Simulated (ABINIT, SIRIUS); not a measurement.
This is a calculation of Al2O3 (Corundum) for ABINIT 10.8.3 (patched build). 

run.abi

```
# Pseudopotentials
pp_dirpath "./"
pseudos "Al.GGA_PBE-JTH.xml, O.GGA_PBE-JTH.xml"

# Structure
acell 3*1.0 Angstrom
rprim
     2.3802500000     1.3742379782     4.3318666667
    -2.3802500000     1.3742379782     4.3318666667
     0.0000000000    -2.7484759565     4.3318666667
ntypat 2
znucl 13 8
natom 10
typat 1 1 1 1 2 2 2 2 2 2
xred
     0.8521600000     0.8521600000     0.8521600000
     0.6478400000     0.6478400000     0.6478400000
     0.1478400000     0.1478400000     0.1478400000
     0.3521600000     0.3521600000     0.3521600000
     0.0566800000     0.7500000000     0.4433200000
     0.7500000000     0.4433200000     0.0566800000
     0.4433200000     0.0566800000     0.7500000000
     0.9433200000     0.2500000000     0.5566800000
     0.2500000000     0.5566800000     0.9433200000
     0.5566800000     0.9433200000     0.2500000000

# Plane-wave basis
ecut 23.0
pawecutdg 45.0
pawxcdev 0

# k points
kptopt 1
ngkpt 7 7 7
nshiftk 1
shiftk 0.0 0.0 0.0

# Exchange and correlation
ixc 11

# Bands and occupations
nband 30
occopt 3
tsmear 0.05 eV

# SCF cycle
nstep 100
tolvrs 1.0e-9

# Output
iomode 3
prtwf 0
prtden 0
prteig 0
prtebands 0
```

Potentials or basis: JTH PAW PBE v2.0.

Command:

```bash
$ abinit run.abi > log 2>&1
```

Problem. Set up the same calculation for SIRIUS 7.10.0. Potentials or basis there: PseudoDojo 0.4.1 PBE standard (scalar relativistic), cutoff 1152 eV.

Solution. As run (cutoffs and basis follow the program's own potentials, and thresholds, step limits or extra output files can differ):

sirius.json

```json
{
  "control": {
    "processing_unit": "cpu",
    "verbosity": 2,
    "num_bands_to_print": 34,
    "print_forces": true,
    "print_stress": true
  },
  "parameters": {
    "electronic_structure_method": "pseudopotential",
    "xc_functionals": ["XC_GGA_X_PBE", "XC_GGA_C_PBE"],
    "gk_cutoff": 9.2,
    "pw_cutoff": 18.4,
    "ngridk": [7, 7, 7],
    "shiftk": [0, 0, 0],
    "smearing": "fermi_dirac",
    "smearing_width": 0.0018374661,
    "num_bands": 34,
    "num_mag_dims": 0,
    "num_dft_iter": 100,
    "energy_tol": 1e-08,
    "density_tol": 1e-06
  },
  "iterative_solver": {
    "type": "davidson",
    "min_tolerance": 1e-09,
    "tolerance_scale": [0.1, 0.25]
  },
  "mixer": {
    "type": "anderson",
    "beta": 0.7,
    "max_history": 8
  },
  "settings": {
    "tol_ne": 1e-10,
    "pseudo_grid_cutoff": 6.5
  },
  "unit_cell": {
    "lattice_vectors": [
      [0.463966178583, 0.267870998092, 0.844381734473],
      [-0.463966178583, 0.267870998092, 0.844381734473],
      [0.0, -0.535741996204, 0.844381734473]
    ],
    "lattice_vectors_scale": 9.6947165888,
    "atom_coordinate_units": "lattice",
    "atom_types": ["Al", "O"],
    "atom_files": {
      "Al": "Al.json",
      "O": "O.json"
    },
    "atoms": {
      "Al": [
        [0.85216, 0.85216, 0.85216],
        [0.64784, 0.64784, 0.64784],
        [0.14784, 0.14784, 0.14784],
        [0.35216, 0.35216, 0.35216]
      ],
      "O": [
        [0.05668, 0.75, 0.44332],
        [0.75, 0.44332, 0.05668],
        [0.44332, 0.05668, 0.75],
        [0.94332, 0.25, 0.55668],
        [0.25, 0.55668, 0.94332],
        [0.55668, 0.94332, 0.25]
      ]
    }
  }
}
```

Potentials or basis: PseudoDojo 0.4.1 PBE standard (scalar relativistic).

Command:

```sh
$ upf_to_json Al.upf
$ upf_to_json O.upf
$ OMP_NUM_THREADS=1 sirius.scf --input=sirius.json --output=out.json --task=0
```

Both were run:

|  | ABINIT | SIRIUS |
| --- | --- | --- |
| Pressure | 7.3 GPa | 6.0 GPa |

The two runs disagree by more than potentials and bases usually give (in gap, levels, pressure or energy); the cause wasn't traced.

Pressure is positive in compression.
